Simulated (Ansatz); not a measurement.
## Rb, simple cubic: how the functional moves the structure

All rows: Ansatz, plane waves with scalar-relativistic PAW, 420 eV (500 eV for the SCAN forms), relaxed under each functional, no dispersion correction, no zero-point motion. B₀ comes from uniform scaling at fixed shape; a dash is a value not given.

| functional | V (Å³/atom) | cell | B₀ (GPa) | magnetic state | ΔE to bcc (meV/atom) |
| --- | --- | --- | --- | --- | --- |
| PBE | 98.94 | a = 4.625 Å | 2 | spin not included | 95 |
| r²SCAN | 98.73 | a = 4.622 Å | 2 | spin not included | 101 |
| PBEsol | 94.07 | a = 4.548 Å | - | spin not included | 99 |
| revPBE | 107.79 | a = 4.759 Å | 2 | spin not included | 93 |
| RPBE | 109.26 | a = 4.781 Å | 2 | spin not included | 93 |
| BLYP | 109.53 | a = 4.785 Å | 2 | spin not included | 61 |

**Question.** What does LDA give?

**Answer.** V (Å³/atom): 84.88; cell: a = 4.395 Å; B₀ (GPa): 3; magnetic state: spin not included; ΔE to bcc (meV/atom): 98.
